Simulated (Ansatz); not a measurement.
**How BP answers to pressure**

```cif
data_structure
_symmetry_space_group_name_H-M 'F-43m'
_symmetry_Int_Tables_number 216
_cell_length_a 4.5380
_cell_length_b 4.5380
_cell_length_c 4.5380
_cell_angle_alpha 90.000
_cell_angle_beta 90.000
_cell_angle_gamma 90.000
_cell_volume 93.45
loop_
_atom_site_label
_atom_site_type_symbol
_atom_site_symmetry_multiplicity
_atom_site_Wyckoff_symbol
_atom_site_fract_x
_atom_site_fract_y
_atom_site_fract_z
_atom_site_occupancy
B1 B 4 a 0.00000 0.00000 0.00000 1
P1 P 4 c 0.25000 0.25000 0.25000 1
```

The runs use the primitive cell with vectors (0.000, 2.269, 2.269), (2.269, 0.000, 2.269), (2.269, 2.269, 0.000) Å, to which the k mesh refers.

The cell is COD entry 9008835, as deposited and not checked against the literature; nothing was relaxed.

Level of theory: DFT, PBE, all-electron LAPW, scalar-relativistic in Ansatz 0.2.0.

Settings: a Γ-centred 15×15×15 k mesh, Fermi–Dirac smearing of 0.05 eV, basis error target 1 meV/atom, no spin polarisation.

The cell is scaled evenly with fractional coordinates held. Semilocal gaps are too small, but their slopes carry over better.

| V/V(cell) | P (GPa) | gap on the k mesh (eV) |
| --- | --- | --- |
| 0.9600 | 8.41 | 1.191 |
| 0.9800 | 4.57 | 1.219 |
| 0.9900 | 2.79 | 1.233 |
| 1.0000 | 1.09 | 1.246 |
| 1.0100 | -0.53 | 1.260 |
| 1.0200 | -2.08 | 1.273 |
| 1.0400 | -4.96 | 1.298 |
| 1.0600 | -7.57 | 1.323 |

Problem. From the rows at 0.9900 and 1.0100, what is the bulk modulus at the cell's volume?

Solution. B = −ΔP/Δln V = −[(-0.53) − (2.79)]/0.02000 = 166.0 GPa.

Problem. What are the gap's volume deformation potential and pressure coefficient?

Solution. dEg/dln V = (1.260 − 1.233)/0.02000 = 1.35 eV, and dEg/dP = −(dEg/dln V)/B = -8.1 meV/GPa: pressure narrows the gap.

Problem. Predict the row at V/V(cell) = 0.9400. How far is a linear estimate of P off?

Solution. P = 12.63 GPa, gap 1.162 eV. The linear estimate P(cell) − B ln(V/V(cell)) = 11.36 GPa misses by 1.27 GPa, since the modulus grows under compression.
